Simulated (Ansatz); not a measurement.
# Li: the cost of one run

Program: Ansatz 0.2.0. Level of theory: DFT PBE, scalar-relativistic, plane waves, PAW. These are calculated values, not measurements.

## 1. Starting point

It takes space group R-3m (No. 166, trigonal). Conventional cell: a = 3.757 Å, b = 3.757 Å, c = 10.450 Å, α = 90.00°, β = 90.00°, γ = 120.00°. Around Li (site symmetry 3m) lie 3 Li at 2.51 Å.

Coordinates:

```cif
data_structure
_symmetry_space_group_name_H-M 'R-3m:H'
_symmetry_Int_Tables_number 166
_cell_length_a 3.7568
_cell_length_b 3.7568
_cell_length_c 10.4497
_cell_angle_alpha 90.000
_cell_angle_beta 90.000
_cell_angle_gamma 120.000
_cell_volume 127.72
loop_
_atom_site_label
_atom_site_type_symbol
_atom_site_symmetry_multiplicity
_atom_site_Wyckoff_symbol
_atom_site_fract_x
_atom_site_fract_y
_atom_site_fract_z
_atom_site_occupancy
Li1 Li 6 c 0.33333 0.66667 0.89421 1
```

This is candidate A: grey arsenic (A7) type (R-3m, No. 166).

(A quick probe on a coarse mesh, which set the mesh and smearing, is not shown.)

## 3. Coarse relaxation (candidate A)

The input, input.yaml:

```yaml
crystal:
  lattice:
    - [1.8783841173, 1.0844855758, 3.4832381403]
    - [-1.8783841173, 1.0844855758, 3.4832381403]
    - [0.0, -2.1689711516, 3.4832381403]
  atoms:
    - { symbol: Li, position: [0.22754, 0.22754, 0.22754] }
    - { symbol: Li, position: [0.77246, 0.77246, 0.77246] }
basis:
  ecutwfc: 420
kpoints:
  mp_grid: { grid: [6, 6, 6] }
hamiltonian:
  xc: pbe
scf:
  occupations: { method: gaussian, width: 0.1 }
  lower_state_search: "off"
output:
  forces: true
  stress: true
  eigenvalues: true
relax:
  adjacent_minimum: "off"
  f_tol: 0.04
  max_steps: 70
  cell: { stress_tol: 0.4 }
```

Q: Estimate wall time and peak memory on 1 thread of an x86-64 CPU, shared host.

About 9.1 s, with a peak of 0.35 GiB.
